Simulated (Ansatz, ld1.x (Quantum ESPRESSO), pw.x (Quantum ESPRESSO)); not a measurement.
**pw.x on fcc Co: one setting changed**

Potential: PAW, ld1.x (Quantum ESPRESSO) 7.5, PBE; core [Ne], reference 3s2 3p6 3d7 4s2 4p0; waves: 3s (bound): rcut 1.05, rcutus 1.10 bohr; 4s (bound): rcut 1.05, rcutus 1.10 bohr; 3p (bound): rcut 1.15, rcutus 1.56 bohr; 4p (bound, empty): rcut 1.15, rcutus 1.56 bohr; 3d (bound): rcut 1.30, rcutus 1.55 bohr; 3d channel at 2.1 Ry: rcut 1.30, rcutus 1.55 bohr; local part: all-electron potential smoothed inside 1.45 bohr (lloc = -1); core correction: Bessel-smoothed model core inside 0.55 bohr; augmentation: PSQ, inside the norm-conserving radii.

The reference run (k-mesh 16³, cutoffs 110/880 Ry, Fermi–Dirac 0.01 Ry, mixing_beta 0.4, conv_thr 1e-9, no spin) gives -2.98 GPa at 10.382 Å³/atom, where all-electron LAPW gives -0.50 GPa. This run, with its own iteration cap, changes nspin = 2 with starting_magnetization to 0.5.

```
&control
  calculation='scf', prefix='x', pseudo_dir='./', outdir='./tmp', tstress=.true., disk_io='none'
/
&system
  ibrav=0, nat=1, ntyp=1, ecutwfc=110, ecutrho=880, nbnd=17,
  occupations='smearing', smearing='fd', degauss=0.01, nspin=2, starting_magnetization(1)=0.5
/
&electrons
  conv_thr=1e-09, mixing_beta=0.4, electron_maxstep=60
/
ATOMIC_SPECIES
Co 1.0 Co.UPF
CELL_PARAMETERS angstrom
  0.00000000 1.73147813 1.73147813
  1.73147813 0.00000000 1.73147813
  1.73147813 1.73147813 0.00000000
ATOMIC_POSITIONS crystal
Co 0.0000 0.0000 0.0000
K_POINTS automatic
16 16 16 0 0 0
```

```bash
pw.x < Co.scf.in > Co.scf.out
```

Task: How does the run end?

Result: It converges in 13 iterations; the free energy moves by -128.2 meV/atom and the pressure by +12.35 GPa.

```
Message from routine setup:
     using ibrav=0 with symmetry is DISCOURAGED, use correct ibrav instead
     lattice parameter (alat)  =       4.6273  a.u.
     unit-cell volume          =      70.0612 (a.u.)^3
     number of electrons       =        17.00
     number of Kohn-Sham states=           17
     kinetic-energy cutoff     =     110.0000  Ry
     charge density cutoff     =     880.0000  Ry
     scf convergence threshold =      1.0E-09
     Exchange-correlation= SLA  PW   PBX  PBC
     atomic species   magnetization
     number of k points=   145  Fermi-Dirac smearing, width (Ry)=  0.0100
     iteration #  1     ecut=   110.00 Ry     beta= 0.40
     total energy              =    -376.37594121 Ry
     estimated scf accuracy    <       1.39929213 Ry
     total magnetization       =     2.77 Bohr mag/cell
     absolute magnetization    =     2.85 Bohr mag/cell
     iteration #  2     ecut=   110.00 Ry     beta= 0.40
     total energy              =    -376.61347065 Ry
     estimated scf accuracy    <       0.47971072 Ry
     total magnetization       =     2.32 Bohr mag/cell
     absolute magnetization    =     2.46 Bohr mag/cell
     iteration #  3     ecut=   110.00 Ry     beta= 0.40
     total energy              =    -376.70473427 Ry
     estimated scf accuracy    <       0.16441336 Ry
     total magnetization       =     2.11 Bohr mag/cell
     absolute magnetization    =     2.29 Bohr mag/cell
     [... 7 iterations left out ...]
     iteration # 11     ecut=   110.00 Ry     beta= 0.40
     total energy              =    -376.72722214 Ry
     estimated scf accuracy    <       0.00000005 Ry
     total magnetization       =     1.59 Bohr mag/cell
     absolute magnetization    =     1.72 Bohr mag/cell
     iteration # 12     ecut=   110.00 Ry     beta= 0.40
     total energy              =    -376.72722215 Ry
     estimated scf accuracy    <       0.00000002 Ry
     total magnetization       =     1.59 Bohr mag/cell
     absolute magnetization    =     1.72 Bohr mag/cell
     iteration # 13     ecut=   110.00 Ry     beta= 0.40
     the Fermi energy is    19.8107 ev
!    total energy              =    -376.72722215 Ry
     estimated scf accuracy    <          4.8E-10 Ry
     smearing contrib. (-TS)   =      -0.00506252 Ry
     The total energy is F=E-TS. E is the sum of the following terms:
     one-electron contribution =    -136.73521540 Ry
     hartree contribution      =      80.40421333 Ry
     xc contribution           =     -41.21200324 Ry
     ewald contribution        =    -202.47818771 Ry
     one-center paw contrib.   =     -76.70096662 Ry
     total magnetization       =     1.59 Bohr mag/cell
     absolute magnetization    =     1.72 Bohr mag/cell
     convergence has been achieved in  13 iterations
          total   stress  (Ry/bohr**3)                   (kbar)     P=       93.67
     Message from routine punch:
     Nothing written, as per user request (disk_io='none')
```

The run took about 1.8 min on one core of a shared host (Neoverse-V1, 32 threads, 247 GiB, load 17).
